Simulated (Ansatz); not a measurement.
# SnO2 monolayer (2H): modes against uniaxial strain along the armchair direction, normal to a, with the width clamped, part 3 of 3

Wanted: the shifts of the zone-centre modes of SnO2 monolayer (2H) with strain.

Ansatz 0.2.0; DFT PBE, scalar-relativistic, plane waves, PAW; PAW set soft_1.

So far, highest optical mode at the zone centre (no LO-TO term) (cm⁻¹): step 5 (modes at rest) 620; step 7 (strain 5 %) 613.

### 8. Relaxation of a member: uniaxial strain of -3 % along the armchair direction, normal to a, with the width clamped

The cell takes a uniaxial strain of -3 % along the armchair direction, normal to a, with the width clamped. The cell is held, and the atoms relax in it.

Input file input.yaml:

```yaml
crystal:
  lattice:
    - [3.1014260212, 0.0, 0.0]
    - [-1.5507130106, 2.6053363107, 0.0]
    - [0.0, 0.0, 28.7]
  atoms:
    - { symbol: Sn, position: [0.3321892266, 0.6643784532, 0.3484320557] }
    - { symbol: O, position: [0.66723872, 0.33447744, 0.3914079072] }
    - { symbol: O, position: [0.66723872, 0.33447744, 0.3054562042] }
  periodic: [true, true, false]
kpoints:
  mp_grid: { grid: [12, 12, 1] }
hamiltonian:
  xc: pbe
  pseudopotentials: { kind: paw, azcp: { folder: soft_1 } }
scf:
  occupations: { method: gaussian, width: 0.02 }
output:
  forces: true
  stress: true
  eigenvalues: true
relax:
  adjacent_minimum: "off"
  f_tol: 0.001
  max_steps: 60
```

Run with:

```bash
ansatz run input.yaml --threads 4 --pin off --max-ram 16384MiB --backend cpu --events-out ev --progress --plain --runs-dir out
```

Numbers of over 12 decimals in the logs are rounded to 6 here.

The program printed:

```text
[...]
Crystal: 3 atoms, lattice volume = 231.903 Å³
Basis set: ecut = 420 eV, 4479 PW (Γ), exchange–correlation on 48×48×384 points (8 copies of the dense FFT grid, shifted against one another)
Bands: 17, of which v1, the nominal top of the filled ones, is band 13 counted from 1 (12 counted from 0)
Symmetry: 4 space group operations
[...]
--- Relaxed structure (5 steps of the walk, 5 accepted, 0 SCFs on fresh bases) ---
  F+E_penalty+E_count = -7157.11538042 eV   max|allowed force component| = 4.002e-4 eV/Å
  cell:  # Å, volume = 231.9034 Å³
    - [3.1014260212, 0.0, 0.0]
    - [-1.5507130106, 2.6053363107, 0.0]
    - [0.0, 0.0, 28.7]
  atoms:
    - { symbol: Sn, position: [0.331457, 0.662913, 0.3484320557] }
    - { symbol: O, position: [0.667605, 0.335210, 0.391470] }
    - { symbol: O, position: [0.667605, 0.335210, 0.305394] }
[key lines of the parts left out:]
SCF converged after 4 iterations
Free energy (F): -7157.115380 eV
Fermi energy:    -8.140901 eV
P = ½ c Tr σ = 3.3109 N/m
```

Wall time 23 s (4 threads of Arm Neoverse V1, shared host); peak memory 0.58 GiB.

Hardly anything moved in the relaxation; the energy changed by under 0.2 meV an atom.

This step gave:

```
gap on the k-mesh : 0.8399 eV
area per atom     : 2.693 Å²
```

The largest force component left is 0.40 meV/Å.

### 9. Zone-centre modes of the member: uniaxial strain of -3 % along the armchair direction, normal to a, with the width clamped

The zone-centre modes follow for uniaxial strain of -3 % along the armchair direction, normal to a, with the width clamped.

input.yaml, the sections that differ from step 8:

```yaml
crystal:
  lattice:
    - [3.1014260212, 0.0, 0.0]
    - [-1.5507130106, 2.6053363107, 0.0]
    - [0.0, 0.0, 28.7]
  atoms:
    - { symbol: Sn, position: [0.3314566506, 0.6629133012, 0.3484320557] }
    - { symbol: O, position: [0.667605008, 0.335210016, 0.3914703006] }
    - { symbol: O, position: [0.667605008, 0.335210016, 0.3053938108] }
  periodic: [true, true, false]
scf:
  occupations: { method: fixed }
output:
  eigenvalues: true
phonons:
  method: dfpt
# kpoints, hamiltonian: as in step 8
# relax: removed
```

The program printed:

```text
[...]
Crystal: 3 atoms, lattice volume = 231.903 Å³
Basis set: ecut = 420 eV, 4479 PW (Γ), exchange–correlation on 48×48×384 points (8 copies of the dense FFT grid, shifted against one another)
Bands: 17, of which v1, the nominal top of the filled ones, is band 13 counted from 1 (12 counted from 0)
Symmetry: 4 space group operations
[...]
k-point 42: bands = [... 9 lower, -11.8209, -11.6388, -10.0702, -8.6449, -4.3836, -2.7834, 1.2776, 1.7709]
  ° read free of the cell's end (the report's vacuum.weakly_bound_levels)
[...]
ASR residual: 1.716e-4 → 0.000e0 eV/Å²; symmetrization residual: 1.068e-5 eV/Å²
[...]
ASR residual per site (eV/Å²): 1.72e-4 1.89e-5 1.38e-5
  Γ frequencies (cm⁻¹): 0.00 0.00 0.00 62.63 112.70 340.02 346.50 534.77 623.23
[...]
[key lines of the parts left out:]
SCF converged after 10 iterations
Free energy (F): -7157.115380 eV
Fermi energy:    -8.561010 eV
```

Elapsed: 49 s, on 4 threads; peak memory 0.95 GiB.

This step gave:

```yaml
sum_rule_residual_before_enforcement: 1.72e-4 eV/Å²
highest_optical_mode_at_the_zone_centre_no_lo_to_term: 623.2 cm⁻¹
lowest_optical_zone_centre_mode: 62.63 cm⁻¹
```

Without the LO-TO term. Patterns of degenerate modes are one choice out of their space. The modes at Γ (shares of kinetic energy by element, %):

```csv
mode,frequency (cm⁻¹),symmetry,Sn %,O %
1,0.0,acoustic,79,21
2,0.0,acoustic,79,21
3,0.0,acoustic,79,21
4,62.6,A2,0,100
5,112.7,B1,0,100
6,340.0,B2,21,79
7,346.5,A1,21,79
8,534.8,B1,21,79
9,623.2,A1,0,100
```

Displacements in mode 4 (62.6 cm⁻¹), the largest set to 1:
```
Sn1  0.00  0.00  0.00
O2   1.00  0.00  0.00
O3  -1.00  0.00  0.00
```

Displacements in mode 9 (623.2 cm⁻¹), the largest set to 1:
```
Sn1  0.00 -0.01  0.00
O2   0.00  0.02  1.00
O3   0.00  0.02 -1.00
```

The lowest optical mode is real, 62.6 cm⁻¹, and the highest lies at 623.2 cm⁻¹.

### 10. The series together

The members are set side by side, also those not shown above.

Energies are extrapolated to zero smearing, and E0 is that at rest; imaginary frequencies occur in the series; the cell is clamped and the atoms are relaxed. State of the crystal along the series:

```csv
strain (%),E - E0 (meV/atom),gap on mesh (eV)
-3,12.48,0.8399
-2,5.479,0.7777
-1,1.354,0.7145
0,0,0.6505
1,1.318,0.5853
2,5.177,0.5195
3,11.46,0.4531
4,20.06,0.3865
5,30.8,0.3197
```

Optical modes are counted from below at rest and tracked from member to member by their patterns, and modes that stay within 0.3 cm⁻¹ of each other stand once; labels, where given, are those at rest, then, where named, those of the strained cell; imaginary frequencies occur in the series; the cell is clamped and the atoms are relaxed. Optical modes along the series:

```csv
strain (%),optical mode 1 E'' single part (cm⁻¹),optical mode 2 E'' to A2 single part (cm⁻¹),optical mode 3 E' to A1 single part (cm⁻¹),optical mode 4 E' single part (cm⁻¹),optical mode 5 A2'' (cm⁻¹),optical mode 6 A1' to A1 (cm⁻¹)
-3,112.7,62.63,346.5,340,534.8,623.2
-2,84.44,28.18,339.9,334.7,527.7,622.1
-1,35.91,-46.13,332.8,329.6,520.5,620.9
0,-69.36,-69.36,324.9,324.9,513.4,619.6
1,-105.4,-85.23,316.4,320.5,506.2,618.4
2,-132.6,-97.31,307.3,316.4,499,617.1
3,-155.5,-106.7,297.5,312.7,491.9,615.7
4,-175.7,-114.1,287.1,309.4,484.7,614.3
5,-194,-119.4,275.9,306.8,477.7,612.8
```

Value and slope at zero strain of a cubic (a lower polynomial where under five rows exist) through the rows within 2 % of rest. Slopes at rest:

```csv
mode,frequency (cm⁻¹),shift per percent of strain (cm⁻¹)
optical mode 3 E' to A1 single part,324.9,-8.18
optical mode 4 E' single part,324.9,-4.59
optical mode 5 A2'',513.4,-7.18
optical mode 6 A1' to A1,619.7,-1.26
```

### 11. What came out

```
members                                                          : 9
highest optical mode at the zone centre (no LO-TO term), at rest : 619.6 cm⁻¹
optical mode 3 E' to A1 single part, shift per percent           : -8.18 cm⁻¹
optical mode 4 E' single part, shift per percent                 : -4.59 cm⁻¹
optical mode 5 A2'', shift per percent                           : -7.18 cm⁻¹
optical mode 6 A1' to A1, shift per percent                      : -1.26 cm⁻¹
```

**Reading.** The strain lowers the symmetry: the level at 324.9 cm⁻¹ splits, into 275.9 and 306.8 cm⁻¹ at +5 %. The fastest shift in the table of slopes is -8.2 cm⁻¹ for each percent (optical mode 3 E' to A1 single part). The width is clamped, so the contraction across the strain that a free sheet shows is left out. A mode is imaginary at strain (%) -1, 0, 1, 2, 3, 4 and 5, where this structure is not a minimum. These are harmonic frequencies at zero temperature: anharmonic shifts, linewidths and thermal expansion are left out. Spin-orbit coupling is left out, which can matter for the heavy elements here. The starting cell was built on a prototype and not taken from a measurement. Only the zone centre was solved, so an instability at another wavevector cannot show here. In a sheet the LO-TO splitting vanishes at the zone centre, so no such term is missing here.

[Logs are printed without paths, hosts, clocks, repeated set-up lines and the standing remarks that a program may print on its own settings, such as how far it seeks lower states.]

[Hosts, paths, dates, database ids (printed as entryN), source tags and the programs' standing remarks are cut or masked in the printed files.]
